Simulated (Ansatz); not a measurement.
The system is C.

```
CELL_PARAMETERS angstrom
0.00000 1.78337 1.78337
1.78337 0.00000 1.78337
1.78337 1.78337 0.00000
ATOMIC_POSITIONS crystal
C 0.75000 0.75000 0.75000
C 0.50000 0.50000 0.50000
```

This isn't the form of C at room conditions, which is graphite.

* Program: Ansatz 0.2.0
* Task: relaxation of cell and atoms
* Functional: PBE0
* Potentials or basis: Ansatz PAW
* Cutoff: 420 eV (not typed: the program's choice for these potentials)
* k mesh: 7 × 7 × 7
* Occupations: fermi-dirac, width 0.05 eV
* Spin: no spin polarisation

At the start: volume 5.67 Å³/atom.

Problem. Where does the relaxation end?

Solution. It ends after 7 steps and the volume is 5.57 Å³/atom (-1.8 %); space group Fd-3m (No. 227, to 0.05 Å).

The path:
| step | energy change (eV) | largest force (eV/Å) | volume (Å³) |
| --- | --- | --- | --- |
| 1 | 0.0000 | 0.0000 | 11.34 |
| 2 | -0.0052 | 0.0000 | 11.22 |
| 3 | -0.0063 | 0.0000 | 11.14 |
| 4 | -0.0063 | 0.0000 | 11.14 |
| 5 | -0.0054 | 0.0000 | 11.14 |
| 6 | -0.0054 | 0.0000 | 11.14 |
| 7 | -0.0053 | 0.0000 | 11.14 |

Final structure:
```cif
data_structure
_symmetry_space_group_name_H-M 'P 1'
_symmetry_Int_Tables_number 1
_cell_length_a 2.5069
_cell_length_b 2.5069
_cell_length_c 2.5069
_cell_angle_alpha 60.000
_cell_angle_beta 60.000
_cell_angle_gamma 60.000
_cell_volume 11.14
loop_
_atom_site_label
_atom_site_type_symbol
_atom_site_fract_x
_atom_site_fract_y
_atom_site_fract_z
_atom_site_occupancy
C1 C 0.75000 0.75000 0.75000 1
C2 C 0.50000 0.50000 0.50000 1
```

Caveat: the k mesh is coarse (spacing up to 0.44 Å⁻¹), so the values aren't converged, least of all with exact exchange; the plane-wave basis is chosen anew once the cell has moved, so the energies of steps on either side of that aren't comparable; the pressure holds a Pulay correction of +0.8 GPa for the finite cutoff; the PAW data sets come from PBE, with cores solved anew for the run's functional, which leaves a small shift of forces and pressure.
